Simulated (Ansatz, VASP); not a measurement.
One calculation of Mo, two programs

POSCAR

```
Mo
1.0
    2.8615627163      0.0000000000      0.0000000000
   -1.4307813582      2.4781860068      0.0000000000
    0.0000000000      0.0000000000      2.6729234267
Mo
1
Direct
    0.0000000000      0.0000000000      0.5000000000
```

File INCAR.step1:

```
SYSTEM = Mo
PREC     = Accurate       ! precision mode
ENCUT    = 520            ! plane-wave cutoff, eV
ISMEAR   = 0              ! smearing method
SIGMA    = 0.1            ! smearing width, eV
LREAL    = .FALSE.        ! projectors in reciprocal space
LASPH    = .TRUE.         ! aspherical terms in the spheres
NELM     = 60             ! most SCF steps
NBANDS   = 13             ! bands
GGA      = PE             ! functional
ALGO     = Normal         ! electronic algorithm
EDIFF    = 1E-4           ! SCF threshold, eV
LWAVE    = .TRUE.         ! write WAVECAR
LCHARG   = .FALSE.        ! write CHGCAR
```

The input INCAR.step2:

```
SYSTEM = Mo
PREC     = Accurate       ! precision mode
ENCUT    = 520            ! plane-wave cutoff, eV
EDIFF    = 1E-6           ! SCF threshold, eV
ISMEAR   = 0              ! smearing method
SIGMA    = 0.1            ! smearing width, eV
LREAL    = .FALSE.        ! projectors in reciprocal space
LASPH    = .TRUE.         ! aspherical terms in the spheres
NELM     = 60             ! most SCF steps
ALGO     = Normal         ! electronic algorithm
ISIF     = 2              ! what is computed and relaxed
LWAVE    = .FALSE.        ! write WAVECAR
LCHARG   = .FALSE.        ! write CHGCAR
METAGGA  = R2SCAN         ! meta-GGA
LMIXTAU  = .TRUE.       
NBANDS   = 13             ! bands
ISTART   = 1
```

The input KPOINTS:

```
regular mesh
0
G
  18 18 16
  0 0 0
```

Input for Ansatz:

```yaml
crystal:
  lattice:
    - [2.8615627163, 0.0, 0.0]
    - [-1.4307813582, 2.4781860068, 0.0]
    - [0.0, 0.0, 2.6729234267]
  atoms:
    - { symbol: Mo, position: [0.0, 0.0, 0.5] }
basis:
  ecutwfc: 500
kpoints:
  mp_grid: { grid: [18, 18, 16] }
hamiltonian:
  xc: r2scan
scf:
  occupations: { method: gaussian, width: 0.1 }
output:
  forces: true
  stress: true
  eigenvalues: true
```

Alike in both runs: task single point; functional r2SCAN; k mesh 18 × 18 × 16; occupations gaussian, width 0.1 eV; no spin polarisation.

|  | VASP | Ansatz |
| --- | --- | --- |
| version | VASP 6.6.1 | Ansatz 0.2.0 |
| potentials or method | VASP PAW PBE potentials, release 64 (Mo_sv) | scalar-relativistic, plane waves, PAW |
| plane-wave cutoff (eV) | 520 | 500 |
| valence electrons in the cell | 14 | 14 |

```csv
,VASP,Ansatz,Ansatz less VASP
gap on the k mesh at the Fermi level (eV),none,none,-
pressure (GPa),-21.2,-21.8,-0.57
largest component of the traceless stress (GPa),0.97,1.04,+0.069
```

A gap of «none» marks a metal or a gap that the smearing closes.

Caveats: so large a pressure means that the cell lies far from this level's equilibrium, or that cutoff or potentials fall short (VASP); the potentials were made for another functional, which shifts forces and pressure (VASP).
